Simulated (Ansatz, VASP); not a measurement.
Two plane-wave programs on SrTiO3

INCAR

```
SYSTEM = SrTiO3
PREC     = Accurate       ! precision mode
ENCUT    = 520            ! plane-wave cutoff, eV
EDIFF    = 1E-7           ! SCF threshold, eV
ISMEAR   = -1             ! smearing method
SIGMA    = 0.02           ! smearing width, eV
LREAL    = .FALSE.        ! projectors in reciprocal space
LASPH    = .TRUE.         ! aspherical terms in the spheres
NELM     = 80             ! most SCF steps
ALGO     = Normal         ! electronic algorithm
ISIF     = 2              ! what is computed and relaxed
LWAVE    = .FALSE.        ! write WAVECAR
LCHARG   = .FALSE.        ! write CHGCAR
GGA      = PE             ! functional
NBANDS   = 28             ! bands
```

The input KPOINTS:

```
regular mesh
0
G
  6 6 6
  0 0 0
```

The input POSCAR:

```
SrTiO3
1.0
    3.9068515433      0.0000000000      0.0000000000
    0.0000000000      3.9068515433      0.0000000000
    0.0000000000      0.0000000000      3.9068515433
Sr Ti O
1 1 3
Direct
    0.0000000000      0.0000000000      0.0000000000
    0.5000000000      0.5000000000      0.5000000000
    0.5000000000      0.0000000000      0.5000000000
    0.5000000000      0.5000000000      0.0000000000
    0.0000000000      0.5000000000      0.5000000000
```

Input for Ansatz:

```yaml
crystal:
  lattice:
    - [3.9068515433, 0.0, 0.0]
    - [0.0, 3.9068515433, 0.0]
    - [0.0, 0.0, 3.9068515433]
  atoms:
    - { symbol: Sr, position: [0.0, 0.0, 0.0] }
    - { symbol: Ti, position: [0.5, 0.5, 0.5] }
    - { symbol: O, position: [0.5, 0.0, 0.5] }
    - { symbol: O, position: [0.5, 0.5, 0.0] }
    - { symbol: O, position: [0.0, 0.5, 0.5] }
kpoints:
  mp_grid: { grid: [6, 6, 6] }
  band_path:
    path:
      - [[0.0, 0.0, 0.0], [1.038496889291e-52, 0.5, -1.755084379544e-69], [0.5, 0.5, -3.286414346782e-35], [0.0, 0.0, 0.0], [0.5, 0.5, 0.5], [1.038496889291e-52, 0.5, -1.755084379544e-69]]
      - [[0.5, 0.5, 0.5], [0.5, 0.5, -3.286414346782e-35]]
    npoints: 10
hamiltonian:
  xc: pbe
scf:
  occupations: { method: fermi_dirac, width: 0.02 }
  n_extra_bands: 5
output:
  forces: true
  stress: true
  eigenvalues: true
```

The cell is a database's computed one.

Alike in both runs: task single point; functional PBE; k mesh 6 × 6 × 6; occupations fermi-dirac, width 0.02 eV; no spin polarisation.

|  | VASP | Ansatz |
| --- | --- | --- |
| version | VASP 6.6.1 | Ansatz 0.2.0 |
| potentials or method | VASP PAW PBE potentials, release 64 (Sr_sv, Ti_sv, O) | plane waves, PAW |
| plane-wave cutoff (eV) | 520 | 420 |
| valence electrons in the cell | 40 | 40 |

VASP gave:

| Property | Result |
| --- | --- |
| gap on the k mesh at the Fermi level (eV) | 1.85 |
| pressure (GPa) | 4.7 |

Q: Which values does Ansatz return?

A: gap on the k mesh at the Fermi level (eV): 1.88; pressure (GPa): 4.1.

A k mesh can miss the band edges. A hybrid or GW would open this gap; PBE tends to underestimate it.
